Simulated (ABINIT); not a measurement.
Runs of ABINIT 10.8.3 (patched build) on HfN. Symmetry: Fm-3m, No. 225, cubic system. The conventional cell has a = 4.512 Å, b = 4.512 Å, c = 4.512 Å, α = 90.00°, β = 90.00°, γ = 90.00°. Around Hf (site symmetry m-3m) lie 6 N at 2.26 Å. Around N (site symmetry m-3m) lie 6 Hf at 2.26 Å. 

```csv
level,potentials or basis,cutoff (eV),optimiser (ionmov),gap on the mesh (eV),pressure (GPa),relaxed volume (Å³/atom)
PBE+D3(BJ),PseudoDojo NC SR PBE v0.4.1 standard,980,22,none,0.0,11.50
PBEsol,PseudoDojo NC SR PBEsol v0.4.1 standard,1143,2,none,0.0,11.38
PBE,PseudoDojo NC SR PBE v0.4.1 standard,1143,2,none,0.0,(a)
LDA,PseudoDojo NC SR LDA v0.4.1 standard,1143,2,none,0.0,11.00
```

Alike in all rows: task relaxation of cell and atoms; no spin polarisation; cell relaxed; k mesh 8 × 8 × 8; smearing fermi-dirac 0.05 eV.

Q: Estimate the missing entries.

A: (a) 11.74.

Caveats: pairwise dispersion overbinds metals, which lowers pressure and volume (some runs).

A k mesh can miss the band edges, and the runs leave out spin-orbit coupling on Hf.

A gap of «none» marks a metal or a gap under the smearing width.

Not every run made on this cell is shown here.
